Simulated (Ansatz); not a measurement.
## MoP (P-6m2): from strained cells to moduli

```yaml
crystal:
  lattice:
    - [3.20800, 0.00000, 0.00000]
    - [-1.60400, 2.77821, 0.00000]
    - [0.00000, 0.00000, 3.17218]
  atoms:
    - { symbol: Mo, position: [0.00000, 0.00000, 0.00000] }
    - { symbol: P, position: [0.33333, 0.66667, 0.50000] }
```

Computed, not measured; unless marked otherwise by PBEsol, PAW on Ansatz 0.2.0's default frozen-core files (fitted under PBE), scalar-relativistic. k mesh 16×16×14, strains of ±0.005, Fermi-Dirac smearing of 0.100 eV, cutoff 420 eV. The cell was relaxed by PAW under this functional.

The cell is hexagonal and carries a residual pressure of 0.00 GPa at this level. Each strain component that symmetry leaves independent is applied at ±0.005 and ±0.01, the ions relax wherever a strain frees them, and the stress (tension positive, GPa) is read. Shears are engineering strains, γ = 2ε.

| strain | size | σxx | σyy | σzz | σyz | σxz | σxy |
| --- | --- | --- | --- | --- | --- | --- | --- |
| xx | -0.01 | -3.7288 | -1.3689 | -1.7163 | 0.0000 | 0.0000 | 0.0000 |
| xx | -0.005 | -1.8335 | -0.6753 | -0.8464 | 0.0000 | 0.0000 | 0.0000 |
| xx | +0.005 | 1.7797 | 0.6641 | 0.8303 | 0.0000 | 0.0000 | 0.0000 |
| xx | +0.01 | 3.5002 | 1.3108 | 1.6382 | 0.0000 | 0.0000 | 0.0000 |
| zz | -0.01 | -1.7331 | -1.7331 | -5.2892 | 0.0000 | 0.0000 | 0.0000 |
| zz | -0.005 | -0.8505 | -0.8505 | -2.6038 | 0.0000 | 0.0000 | 0.0000 |
| zz | +0.005 | 0.8262 | 0.8262 | 2.5310 | 0.0000 | 0.0000 | 0.0000 |
| zz | +0.01 | 1.6223 | 1.6223 | 4.9846 | 0.0000 | 0.0000 | 0.0000 |
| yz | -0.01 | -0.0232 | -0.0288 | -0.0352 | -1.8396 | 0.0000 | 0.0000 |
| yz | -0.005 | -0.0041 | -0.0055 | -0.0071 | -0.9201 | 0.0000 | 0.0000 |
| yz | +0.005 | -0.0041 | -0.0055 | -0.0071 | 0.9201 | 0.0000 | 0.0000 |
| yz | +0.01 | -0.0232 | -0.0288 | -0.0352 | 1.8396 | 0.0000 | 0.0000 |

The slope is [8(σ(+δ) − σ(−δ)) − (σ(+2δ) − σ(−2δ))]/(12δ), and the program imposes the crystal's symmetry on the matrix.

Question: What are the independent elastic constants?

Answer: C11 = 361.3, C12 = 133.9, C13 = 167.6, C33 = 513.4, C44 = 184.0 GPa.

Question: Is the crystal stable against homogeneous strain?

Answer: The least eigenvalue of the 6×6 matrix is 113.7 GPa, so yes.

Question: What moduli does a random aggregate of grains have?

Answer: Voigt and Reuss bounds: B from 232.6 to 241.6 and G from 139.7 to 147.5 GPa; their means are B = 237.1 and G = 143.6 GPa. Then E = 9BG/(3B + G) = 358.4 GPa, ν = (3B − 2G)/(6B + 2G) = 0.248 and B/G = 1.65, on the brittle side of Pugh's 1.75 (a rule of thumb).

Question: With the density of 7.455 g/cm³, how fast does sound travel, and what Debye temperature follows?

Answer: 

| direction | slow (m/s) | middle (m/s) | fast (m/s) |
| --- | --- | --- | --- |
| x | 3905 | 4968 | 6961 |
| y | 3905 | 4968 | 6961 |
| z | 4968 | 4968 | 8299 |

The mean of v⁻³ over directions and branches gives v_m = 4837 m/s and θ_D = (ħ/k_B) v_m (6π²n)^(1/3) = 596 K, n being atoms per volume. Young's modulus spans 286 to 430 GPa over directions, and the universal anisotropy index is 0.32.

Caveats: frozen-core PAW files fitted under PBE, their cores solved anew for the functional of the run; responses of metals move with mesh and smearing; elastic stability says nothing of phonons or of other phases.
